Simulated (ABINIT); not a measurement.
# CaSe (Fm-3m) in ABINIT: further runs

The runs below take CaSe through band structure, with r2SCAN.

All numbers are computed with ABINIT 10.8.3 (patched build); they aren't measurements. Logs are shortened: lines on timing, memory, paths and dates and some standing lists are left out, and cuts for length are marked. The log counts tension as positive stress, the text compression.

**Measured values to compare with.**

From a printed reference work, monograph, original work of 1988, for a bulk crystal of CaSe at 2 K: band gap 3.85 eV (indirect).

How close the calculation comes is told below.

## Step 1: The structure

It takes space group Fm-3m (No. 225, cubic). The conventional cell has a = 5.912 Å, b = 5.912 Å, c = 5.912 Å, α = 90.00°, β = 90.00°, γ = 90.00°. Around Se (site symmetry m-3m) lie 6 Ca at 2.96 Å. Ca (site symmetry m-3m) has 6 Se at 2.96 Å as nearest neighbours.

## Step 2: Band structure, r2SCAN

run.abi reads:

```
# Datasets: ground state, then fixed potential
ndtset 2

# Pseudopotentials
pp_dirpath "./"
pseudos "Se.GGA_PBE-ansatz.xml, Ca.GGA_PBE-ansatz.xml"

# Structure
acell 4.1804152904 4.1804152904 4.1804152904 Angstrom
rprim
     0.0000000000     0.7071067812     0.7071067812
     0.7071067812     0.0000000000     0.7071067812
     0.7071067812     0.7071067812     0.0000000000
ntypat 2
znucl 34 20
natom 2
typat 1 2
xred
     0.5000000000     0.5000000000     0.5000000000
     0.0000000000     0.0000000000     0.0000000000

# Plane-wave basis
ecut 18.0
pawecutdg 36.0

# Exchange and correlation
ixc -497498
usekden 1
pawxcdev 0

# Bands and occupations
occopt 3
tsmear 0.05 eV

# SCF cycle
nstep 100

# Output
iomode 3
prtwf 0
prteig 0
prtebands 0
enunit 1
prtden1 1
prtkden1 1

# Dataset 1
kptopt1 1
ngkpt1 6 6 6
nshiftk1 1
shiftk1 0.0 0.0 0.0
nband1 17
tolvrs1 1.0e-7

# Dataset 2: bands along G-X-W-K-G-L-U-W-L-K
iscf2 -2
getden2 1
getkden2 1
nband2 23
nbdbuf2 4
tolwfr2 1.0e-11
kptopt2 -9
ndivsm2 5
prteig2 1
kptbounds2
     0.0000000000     0.0000000000     0.0000000000
     0.5000000000     0.0000000000     0.5000000000
     0.5000000000     0.2500000000     0.7500000000
     0.3750000000     0.3750000000     0.7500000000
     0.0000000000     0.0000000000     0.0000000000
     0.5000000000     0.5000000000     0.5000000000
     0.6250000000     0.2500000000     0.6250000000
     0.5000000000     0.2500000000     0.7500000000
     0.5000000000     0.5000000000     0.5000000000
     0.3750000000     0.3750000000     0.7500000000
```

Potentials or basis: Ansatz PAW PBE default generated set, frozen core.

Run with:

```sh
$ mpirun --bind-to none -np 4 abinit run.abi > log 2>&1
```

run.abo:

```text
[... set-up lines left out ...]
 ETOT  1  -158.16371846730    -1.582E+02 8.987E+01 8.899E+00
 ETOT  2  -160.51834375198    -2.355E+00 1.042E-01 1.132E+01
 ETOT  3  -160.48431035197     3.403E-02 7.280E-02 4.201E+00
 ETOT  4  -160.47222865310     1.208E-02 2.970E-02 1.262E+00
 ETOT  5  -160.46811771410     4.111E-03 8.797E-03 1.834E-01
 ETOT  6  -160.46738575802     7.320E-04 1.559E-02 1.258E-02
 ETOT  7  -160.46734203566     4.372E-05 6.299E-03 3.761E-03
 ETOT  8  -160.46731892071     2.311E-05 6.166E-03 1.183E-04
 ETOT  9  -160.46731920764    -2.869E-07 3.057E-03 1.083E-04
 ETOT 10  -160.46731872632     4.813E-07 1.985E-03 6.914E-07
 ETOT 11  -160.46731873412    -7.802E-09 2.005E-03 1.796E-08

 At SCF step   11       nres2   =  1.80E-08 < tolvrs=  1.00E-07 =>converged.

Result for kinetic energy density :

--------------------------------------------------------------------------------
 Total kinetic energy density [Ha/Bohr^3]
)     Maximum=    1.5743E+00  at reduced coord.    0.0000    0.0000    0.0000
)     Minimum=    1.4081E-03  at reduced coord.    0.2444    0.2444    0.2444
   Integrated=    1.4659E+01
--------------------------------------------------------------------------------

 Cartesian components of stress tensor (hartree/bohr^3)
  sigma(1 1)= -2.05856568E-05  sigma(3 2)=  0.00000000E+00
  sigma(2 2)= -2.05856568E-05  sigma(3 1)=  0.00000000E+00
  sigma(3 3)= -2.05856568E-05  sigma(2 1)=  0.00000000E+00

--- !ResultsGS
iteration_state: {dtset: 1, }
comment   : Summary of ground state results
lattice_vectors:
- [  0.0000000,   5.5860304,   5.5860304, ]
- [  5.5860304,   0.0000000,   5.5860304, ]
- [  5.5860304,   5.5860304,   0.0000000, ]
lattice_lengths: [   7.89984,    7.89984,    7.89984, ]
lattice_angles: [ 60.000,  60.000,  60.000, ] # degrees, (23, 13, 12)
lattice_volume:   3.4861004E+02
convergence: {deltae: -7.802E-09, res2:  1.796E-08, residm:  2.005E-03, diffor: null, }
etotal    :  -1.60467319E+02
entropy   :   0.00000000E+00
fermie    :   1.19753026E-01
cartesian_stress_tensor: # hartree/bohr^3
- [ -2.05856568E-05,   0.00000000E+00,   0.00000000E+00, ]
- [  0.00000000E+00,  -2.05856568E-05,   0.00000000E+00, ]
- [  0.00000000E+00,   0.00000000E+00,  -2.05856568E-05, ]
pressure_GPa:   6.0565E-01
xred      :
- [  5.0000E-01,   5.0000E-01,   5.0000E-01, Se]
- [  0.0000E+00,   0.0000E+00,   0.0000E+00, Ca]
cartesian_forces: # hartree/bohr
- [ -0.00000000E+00,  -0.00000000E+00,  -0.00000000E+00, ]
- [ -0.00000000E+00,  -0.00000000E+00,  -0.00000000E+00, ]
force_length_stats: {min:   0.00000000E+00, max:   0.00000000E+00, mean:   0.00000000E+00, }
...

 Integrated electronic density in atomic spheres:
 ------------------------------------------------
 Atom  Sphere_radius  Integrated_density
    1        2.63806         15.30693079
    2        2.63806          8.40060352

================================================================================

 ----iterations are completed or convergence reached----

 Mean square residual over all n,k,spin=   29.166E-06; max=  20.048E-04
 reduced coordinates (array xred) for    2 atoms
       0.500000000000      0.500000000000      0.500000000000
       0.000000000000      0.000000000000      0.000000000000
 rms dE/dt=  0.0000E+00; max dE/dt=  0.0000E+00; dE/dt below (all hartree)
    1       0.000000000000      0.000000000000      0.000000000000
    2       0.000000000000      0.000000000000      0.000000000000

 cartesian coordinates (angstrom) at end:
    1      2.95600000007401     2.95600000007401     2.95600000007401
    2      0.00000000000000     0.00000000000000     0.00000000000000

 cartesian forces (hartree/bohr) at end:
    1     -0.00000000000000    -0.00000000000000    -0.00000000000000
    2     -0.00000000000000    -0.00000000000000    -0.00000000000000
 frms,max,avg= 0.0000000E+00 0.0000000E+00   0.000E+00  0.000E+00  0.000E+00 h/b

 cartesian forces (eV/Angstrom) at end:
    1     -0.00000000000000    -0.00000000000000    -0.00000000000000
    2     -0.00000000000000    -0.00000000000000    -0.00000000000000
 frms,max,avg= 0.0000000E+00 0.0000000E+00   0.000E+00  0.000E+00  0.000E+00 e/A
 length scales=  7.899839991413  7.899839991413  7.899839991413 bohr
              =  4.180415290400  4.180415290400  4.180415290400 angstroms
[... 83 lines left out ...]

 Fine grid specifications (used for densities):

 getcut: wavevector=  0.0000  0.0000  0.0000  ngfft=  45  45  45
         ecut(hartree)=     36.000   => boxcut(ratio)=   2.06214
--------------------------------------------------------------------------------

================================================================================
 Non-SCF case, kpt    1 (  0.00000  0.00000  0.00000), residuals and eigenvalues=
  1.82E-12  1.59E-12  2.74E-12  4.92E-12  6.72E-12  2.84E-12  4.69E-12  2.73E-12
  1.77E-12  6.98E-12  8.15E-12  7.07E-12  9.62E-12  3.56E-12  1.85E-12  1.84E-12
  2.38E-12  5.32E-12  9.48E-12  9.87E-10  2.14E-06  6.38E-06  1.16E-04
 -1.6385E+00 -1.6385E+00 -1.6382E+00 -1.6382E+00 -1.6382E+00 -1.4443E+00
 -7.1339E-01 -7.1339E-01 -7.1339E-01 -3.7441E-01  7.3818E-02  7.3818E-02
  7.3818E-02  2.2631E-01  2.2896E-01  2.2896E-01  2.2896E-01  2.5122E-01
  2.5122E-01  4.5913E-01  5.5114E-01  5.5114E-01  5.5116E-01
 Non-SCF case, kpt    2 (  0.03571  0.00000  0.03571), residuals and eigenvalues=
  3.52E-12  2.12E-12  2.07E-12  2.67E-12  2.90E-12  1.40E-12  3.66E-12  2.80E-12
  3.33E-12  4.01E-12  4.46E-12  1.12E-12  8.76E-13  5.09E-12  2.20E-12  8.59E-12
  4.10E-12  4.11E-12  8.05E-12  1.70E-09  2.05E-06  4.42E-05  5.26E-05
 -1.6385E+00 -1.6385E+00 -1.6382E+00 -1.6382E+00 -1.6382E+00 -1.4443E+00
 -7.1344E-01 -7.1340E-01 -7.1340E-01 -3.7401E-01  6.9865E-02  7.3013E-02
[... 668 lines left out ...]
  1.19E-12  4.05E-12  5.42E-12  2.43E-12  9.73E-12  8.98E-12  3.41E-12  6.10E-12
  2.96E-12  3.17E-12  1.69E-12  2.84E-10  3.37E-08  4.03E-07  7.00E-05
 -1.6385E+00 -1.6385E+00 -1.6382E+00 -1.6382E+00 -1.6382E+00 -1.4440E+00
 -7.1600E-01 -7.1550E-01 -7.1417E-01 -3.4896E-01 -1.1859E-02 -2.0459E-03
  3.1810E-02  2.2141E-01  3.0039E-01  3.0335E-01  3.0858E-01  3.2127E-01
  3.5171E-01  4.3369E-01  4.5224E-01  5.1798E-01  5.7161E-01
 Non-SCF case, kpt   87 (  0.37500  0.37500  0.75000), residuals and eigenvalues=
  5.32E-12  8.59E-12  7.41E-12  3.72E-12  3.61E-12  2.55E-12  1.75E-12  7.52E-12
  4.65E-12  2.01E-12  4.74E-12  3.49E-12  4.57E-12  9.04E-12  3.64E-12  8.53E-12
  3.14E-12  6.82E-12  7.69E-12  2.50E-09  4.12E-08  2.50E-05  3.28E-05
 -1.6385E+00 -1.6385E+00 -1.6382E+00 -1.6382E+00 -1.6382E+00 -1.4440E+00
 -7.1587E-01 -7.1559E-01 -7.1425E-01 -3.4930E-01 -9.8792E-03 -1.2485E-03
  3.2586E-02  2.1276E-01  3.0593E-01  3.0603E-01  3.0654E-01  3.1435E-01
  3.4469E-01  4.4329E-01  4.5285E-01  5.3399E-01  5.7187E-01

Result for kinetic energy density :

--------------------------------------------------------------------------------
 Total kinetic energy density [Ha/Bohr^3]
)     Maximum=    1.5743E+00  at reduced coord.    0.0000    0.0000    0.0000
)     Minimum=    1.4081E-03  at reduced coord.    0.2444    0.2444    0.2444
   Integrated=    1.4659E+01
--------------------------------------------------------------------------------

--- !ResultsGS
iteration_state: {dtset: 2, }
comment   : Summary of ground state results
lattice_vectors:
- [  0.0000000,   5.5860304,   5.5860304, ]
- [  5.5860304,   0.0000000,   5.5860304, ]
- [  5.5860304,   5.5860304,   0.0000000, ]
lattice_lengths: [   7.89984,    7.89984,    7.89984, ]
lattice_angles: [ 60.000,  60.000,  60.000, ] # degrees, (23, 13, 12)
lattice_volume:   3.4861004E+02
convergence: {deltae:  0.000E+00, res2:  0.000E+00, residm:  9.977E-12, diffor:  0.000E+00, }
etotal    :  -1.60467319E+02
entropy   :   0.00000000E+00
fermie    :   1.19753026E-01
cartesian_stress_tensor: null
pressure_GPa: null
xred      :
- [  5.0000E-01,   5.0000E-01,   5.0000E-01, Se]
- [  0.0000E+00,   0.0000E+00,   0.0000E+00, Ca]
cartesian_forces: null
force_length_stats: {min: null, max: null, mean: null, }
...

 Integrated electronic density in atomic spheres:
 ------------------------------------------------
 Atom  Sphere_radius  Integrated_density
    1        2.63806         15.30693079
    2        2.63806          8.40060352

================================================================================

 ----iterations are completed or convergence reached----

 Mean square residual over all n,k,spin=   48.504E-13; max=  99.768E-13
 reduced coordinates (array xred) for    2 atoms
       0.500000000000      0.500000000000      0.500000000000
       0.000000000000      0.000000000000      0.000000000000

 cartesian coordinates (angstrom) at end:
    1      2.95600000007401     2.95600000007401     2.95600000007401
    2      0.00000000000000     0.00000000000000     0.00000000000000
 length scales=  7.899839991413  7.899839991413  7.899839991413 bohr
              =  4.180415290400  4.180415290400  4.180415290400 angstroms
 Eigenvalues (   eV  ) for nkpt=  87  k points:
 kpt#   1, nband= 23, wtk=  1.00000, kpt=  0.0000  0.0000  0.0000 (reduced coord)
 -44.58509  -44.58509  -44.57883  -44.57883  -44.57883  -39.30161  -19.41232  -19.41232
 -19.41232  -10.18817    2.00870    2.00870    2.00870    6.15824    6.23019    6.23019
   6.23019    6.83603    6.83603   12.49344   14.99725   14.99732   14.99785
 kpt#   2, nband= 23, wtk=  1.00000, kpt=  0.0357  0.0000  0.0357 (reduced coord)
 -44.58509  -44.58509  -44.57883  -44.57882  -44.57882  -39.30151  -19.41373  -19.41273
 -19.41273  -10.17736    1.90113    1.98680    1.98680    6.19833    6.24374    6.28083
   6.28083    6.84482    6.92453   12.52575   14.90299   14.90321   15.04279
 kpt#   3, nband= 23, wtk=  1.00000, kpt=  0.0714  0.0000  0.0714 (reduced coord)
 -44.58510  -44.58509  -44.57883  -44.57882  -44.57882  -39.30120  -19.41781  -19.41393
 -19.41393  -10.14583    1.62155    1.92511    1.92511    6.10708    6.41128    6.42719
   6.42719    6.87088    7.23451   12.61454   14.66441   14.66587   15.18802
 kpt#   4, nband= 23, wtk=  1.00000, kpt=  0.1071  0.0000  0.1071 (reduced coord)
 -44.58511  -44.58508  -44.57883  -44.57880  -44.57880  -39.30068  -19.42419  -19.41587
 -19.41587  -10.09619    1.25347    1.83379    1.83379    5.96783    6.56195    6.65443
   6.65443    6.91332    7.77663   12.73900   14.36125   14.36417   15.14829
 kpt#   5, nband= 23, wtk=  1.00000, kpt=  0.1429  0.0000  0.1429 (reduced coord)
[... 317 lines left out ...]
 -19.42870   -9.48267   -0.68454    0.21434    0.83882    6.53888    7.90100    8.14844
   8.62257    9.11809    9.63270   11.32015   12.51547   12.98682   15.82828
 kpt#  85, nband= 23, wtk=  1.00000, kpt=  0.4028  0.4028  0.6944 (reduced coord)
 -44.58526  -44.58505  -44.57878  -44.57866  -44.57864  -39.29308  -19.49153  -19.46179
 -19.43122   -9.48848   -0.50202    0.06799    0.84997    6.27853    8.02601    8.19422
   8.50139    8.93052    9.66546   11.50561   12.39536   13.54054   15.68505
 kpt#  86, nband= 23, wtk=  1.00000, kpt=  0.3889  0.3889  0.7222 (reduced coord)
 -44.58529  -44.58504  -44.57880  -44.57865  -44.57863  -39.29282  -19.48342  -19.46971
 -19.43359   -9.49563   -0.32271   -0.05567    0.86558    6.02491    8.17390    8.25453
   8.39702    8.74229    9.57058   11.80124   12.30616   14.09489   15.55428
 kpt#  87, nband= 23, wtk=  1.00000, kpt=  0.3750  0.3750  0.7500 (reduced coord)
 -44.58531  -44.58503  -44.57881  -44.57864  -44.57862  -39.29265  -19.47983  -19.47219
 -19.43564   -9.50485   -0.26883   -0.03397    0.88670    5.78958    8.32477    8.32746
   8.34143    8.55396    9.37942   12.06241   12.32267   14.53057   15.56130

== END DATASET(S) ==============================================================
================================================================================

 -outvars: echo values of variables after computation  --------
            acell      7.8998399914E+00  7.8998399914E+00  7.8998399914E+00 Bohr
           etotal1    -1.6046731873E+02
            fcart1    -0.0000000000E+00 -0.0000000000E+00 -0.0000000000E+00
                      -0.0000000000E+00 -0.0000000000E+00 -0.0000000000E+00
            rprim      0.0000000000E+00  7.0710678120E-01  7.0710678120E-01
                       7.0710678120E-01  0.0000000000E+00  7.0710678120E-01
                       7.0710678120E-01  7.0710678120E-01  0.0000000000E+00
           strten1    -2.0585656826E-05 -2.0585656826E-05 -2.0585656826E-05
                       0.0000000000E+00  0.0000000000E+00  0.0000000000E+00
           xangst      2.9560000001E+00  2.9560000001E+00  2.9560000001E+00
                       0.0000000000E+00  0.0000000000E+00  0.0000000000E+00
             xred      5.0000000000E-01  5.0000000000E-01  5.0000000000E-01
                       0.0000000000E+00  0.0000000000E+00  0.0000000000E+00
 Calculation completed.
```

It took 92 s on 4 MPI ranks of Arm Neoverse V2, shared host; peak memory 0.96 GiB.

Results:

```yaml
Free_energy: -4366.5382 eV
Pressure: 0.6 GPa
Band_gap_on_the_k_mesh: 2.49 eV, indirect (least direct gap 3.44 eV)
Band_gap_along_the_path: 2.49 eV, indirect (least direct gap 3.44 eV)
Valence_electrons_inside_the_program's_atomic_spheres: Se 15.31; Ca 8.40
```

Levels at the corners of the path, in eV from the valence-band top:
| point | band 9 | band 10 | band 11 | band 12 | band 13 | band 14 | band 15 | band 16 | band 17 | band 18 |
| --- | --- | --- | --- | --- | --- | --- | --- | --- | --- | --- |
| Γ | -21.42 | -12.20 | 0.00 | 0.00 | 0.00 | 4.15 | 4.22 | 4.22 | 4.22 | 4.83 |
| X | -21.45 | -11.59 | -2.55 | -0.95 | -0.95 | 2.49 | 5.62 | 5.82 | 6.64 | 6.64 |
| W | -21.46 | -11.50 | -1.99 | -1.99 | -1.67 | 4.94 | 4.94 | 5.89 | 6.38 | 6.65 |
| K | -21.44 | -11.51 | -2.28 | -2.04 | -1.12 | 3.78 | 6.32 | 6.32 | 6.33 | 6.55 |
| Γ | -21.42 | -12.20 | 0.00 | 0.00 | 0.00 | 4.15 | 4.22 | 4.22 | 4.22 | 4.83 |
| L | -21.43 | -11.47 | -3.28 | -1.19 | -1.19 | 5.12 | 6.09 | 6.11 | 6.11 | 8.17 |
| U | -21.44 | -11.51 | -2.28 | -2.04 | -1.12 | 3.78 | 6.32 | 6.32 | 6.33 | 6.55 |
| W | -21.46 | -11.50 | -1.99 | -1.99 | -1.67 | 4.94 | 4.94 | 5.89 | 6.38 | 6.65 |
| L | -21.43 | -11.47 | -3.28 | -1.19 | -1.19 | 5.12 | 6.09 | 6.11 | 6.11 | 8.17 |
| K | -21.44 | -11.51 | -2.28 | -2.04 | -1.12 | 3.78 | 6.32 | 6.32 | 6.33 | 6.55 |

Caveat: totals of a meta-GGA on PAW files have another zero than those of a GGA; the PAW data sets were made with another functional, which shifts forces and pressure a little.

## Step 3: Band structure, r2SCAN

Changes to run.abi since step 2:

```diff
@@ -5,3 +5,3 @@
 pp_dirpath "./"
-pseudos "Se.GGA_PBE-ansatz.xml, Ca.GGA_PBE-ansatz.xml"
+pseudos "Se.GGA_PBE-JTH.xml, Ca.GGA_PBE-JTH.xml"
 
@@ -22,4 +22,4 @@
 # Plane-wave basis
-ecut 18.0
-pawecutdg 36.0
+ecut 23.0
+pawecutdg 45.0
 
@@ -51,3 +51,3 @@
 shiftk1 0.0 0.0 0.0
-nband1 17
+nband1 12
 tolvrs1 1.0e-7
@@ -58,3 +58,3 @@
 getkden2 1
-nband2 23
+nband2 18
 nbdbuf2 4
```

Potentials or basis: JTH PAW PBE v2.0.

Run with:

```sh
$ mpirun --bind-to none -np 4 abinit run.abi > log 2>&1
```

Run time: 51 s. Hardware: 4 MPI ranks of Arm Neoverse V2, shared host; peak memory 0.52 GiB.

Results (log left out):

| Quantity | Value |
| --- | --- |
| Free energy | -911.5960 eV |
| Pressure | 0.5 GPa |
| Band gap on the k mesh | 2.48 eV, indirect (least direct gap 3.43 eV) |
| Band gap along the path | 2.48 eV, indirect (least direct gap 3.43 eV) |
| Valence electrons inside the program's atomic spheres | Se 4.06; Ca 7.42 |

Levels at the corners of the path, in eV from the valence-band top:
| point | band 5 | band 6 | band 7 | band 8 | band 9 | band 10 | band 11 | band 12 |
| --- | --- | --- | --- | --- | --- | --- | --- | --- |
| Γ | -12.20 | 0.00 | 0.00 | 0.00 | 4.15 | 4.21 | 4.21 | 4.21 |
| X | -11.59 | -2.55 | -0.95 | -0.95 | 2.48 | 5.61 | 5.80 | 6.64 |
| W | -11.50 | -2.00 | -2.00 | -1.67 | 4.94 | 4.94 | 5.88 | 6.38 |
| K | -11.51 | -2.28 | -2.04 | -1.12 | 3.77 | 6.32 | 6.32 | 6.33 |
| Γ | -12.20 | 0.00 | 0.00 | 0.00 | 4.15 | 4.21 | 4.21 | 4.21 |
| L | -11.47 | -3.28 | -1.19 | -1.19 | 5.11 | 6.10 | 6.12 | 6.12 |
| U | -11.51 | -2.28 | -2.04 | -1.12 | 3.77 | 6.32 | 6.32 | 6.33 |
| W | -11.50 | -2.00 | -2.00 | -1.67 | 4.94 | 4.94 | 5.88 | 6.38 |
| L | -11.47 | -3.28 | -1.19 | -1.19 | 5.11 | 6.10 | 6.12 | 6.12 |
| K | -11.51 | -2.28 | -2.04 | -1.12 | 3.77 | 6.32 | 6.32 | 6.33 |

Caveat: totals of a meta-GGA on PAW files have another zero than those of a GGA; the PAW data sets were made with another functional, which shifts forces and pressure a little.

## Step 4: Band structure, r2SCAN

Changes to run.abi since step 3:

```diff
@@ -5,3 +5,3 @@
 pp_dirpath "./"
-pseudos "Se.GGA_PBE-JTH.xml, Ca.GGA_PBE-JTH.xml"
+pseudos "Se.upf, Ca.upf"
 
@@ -22,4 +22,3 @@
 # Plane-wave basis
-ecut 23.0
-pawecutdg 45.0
+ecut 55.0
 
@@ -28,3 +27,4 @@
 usekden 1
-pawxcdev 0
+nc_xccc_gspace 1
+boxcutmin 3.0
 
@@ -51,4 +51,4 @@
 shiftk1 0.0 0.0 0.0
-nband1 12
-tolvrs1 1.0e-7
+nband1 17
+tolvrs1 1.0e-9
 
@@ -58,3 +58,3 @@
 getkden2 1
-nband2 18
+nband2 23
 nbdbuf2 4
```

Potentials or basis: Ansatz NC r2SCAN.

Run with:

```sh
$ mpirun --bind-to none -np 4 abinit run.abi > log 2>&1
```

Wall time 11 min (4 MPI ranks of Arm Neoverse V2, shared host); peak memory 1.2 GiB.

The run converged. Its results:

```yaml
Free_energy: -4228.0389 eV
Pressure: 0.6 GPa
Band_gap_on_the_k_mesh: 2.49 eV, indirect (least direct gap 3.44 eV)
Band_gap_along_the_path: 2.49 eV, indirect (least direct gap 3.44 eV)
Valence_electrons_inside_the_program's_atomic_spheres: Se 13.32; Ca 7.58
```

Levels at the corners of the path, in eV from the valence-band top:
```
point  band 11  band 12  band 13  band 14  band 15  band 16
    Γ     0.00     0.00     0.00     4.16     4.22     4.22
    X    -2.55    -0.95    -0.95     2.49     5.62     5.82
    W    -1.99    -1.99    -1.67     4.94     4.94     5.89
    K    -2.28    -2.04    -1.12     3.78     6.31     6.32
    Γ     0.00     0.00     0.00     4.16     4.22     4.22
    L    -3.28    -1.19    -1.19     5.13     6.09     6.11
    U    -2.28    -2.04    -1.12     3.78     6.31     6.32
    W    -1.99    -1.99    -1.67     4.94     4.94     5.89
    L    -3.28    -1.19    -1.19     5.13     6.09     6.11
    K    -2.28    -2.04    -1.12     3.78     6.31     6.32
```

(Continued in part 2 of 2.)
